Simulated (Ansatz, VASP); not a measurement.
# SnTe in VASP and in Ansatz

The input INCAR:

```
PREC = Accurate
ENCUT = 520
EDIFF = 1E-6
ISMEAR = 0
SIGMA = 0.03
LREAL = F
LASPH = T
NELM = 80
ALGO = Normal
ISIF = 2
LWAVE = F
LCHARG = T
GGA = PE
LELF = T
LVHAR = T
NBANDS = 17
```

KPOINTS

```
regular mesh
0
Gamma
  10 10 10
```

The input POSCAR:

```
SnTe
1.0
    0.0000000000      3.1565000000      3.1091525000
    3.1565000000      0.0000000000      3.1091525000
    3.1565000000      3.1565000000      0.0000000000
Sn Te
1 1
Direct
    0.0000000000      0.0000000000      0.0000000000
    0.5000000000      0.5000000000      0.5000000000
```

Input for Ansatz:

```yaml
crystal:
  lattice:
    - [0.0, 3.1565, 3.1091525]
    - [3.1565, 0.0, 3.1091525]
    - [3.1565, 3.1565, 0.0]
  atoms:
    - { symbol: Sn, position: [0.0, 0.0, 0.0] }
    - { symbol: Te, position: [0.5, 0.5, 0.5] }
basis:
  ecutwfc: 420
kpoints:
  mp_grid: { grid: [10, 10, 10] }
hamiltonian:
  xc: pbe
scf:
  occupations: { method: gaussian, width: 0.03 }
output:
  forces: true
  stress: true
  eigenvalues: true
```

Change from the starting cell: strain +0.000 along x and y, -0.015 along z, atoms carried along.

Alike in both runs: task single point; functional PBE; k mesh 10 × 10 × 10; occupations gaussian, width 0.03 eV; no spin polarisation.

|  | VASP | Ansatz |
| --- | --- | --- |
| version | VASP 6.6.1 | Ansatz 0.2.0 |
| potentials or method | VASP PAW PBE potentials, release 64 (Sn_d, Te) | scalar-relativistic, plane waves, PAW |
| plane-wave cutoff (eV) | 520 | 420 |
| valence electrons in the cell | 20 | 30 |

|  | VASP | Ansatz | Ansatz less VASP |
| --- | --- | --- | --- |
| gap on the k mesh at the Fermi level (eV) | 0.14 | 0.14 | -0.001 |
| least direct gap on the mesh (eV) | 0.14 | 0.14 | -0.001 |
| pressure (GPa) | 2.7 | 2.8 | +0.07 |
| largest component of the traceless stress (GPa) | 1.47 | 1.46 | -0.002 |

The two sets of potentials don't hold the same shells in valence.

Caveats: spin-orbit coupling is left out, which moves the levels of the heavy elements.
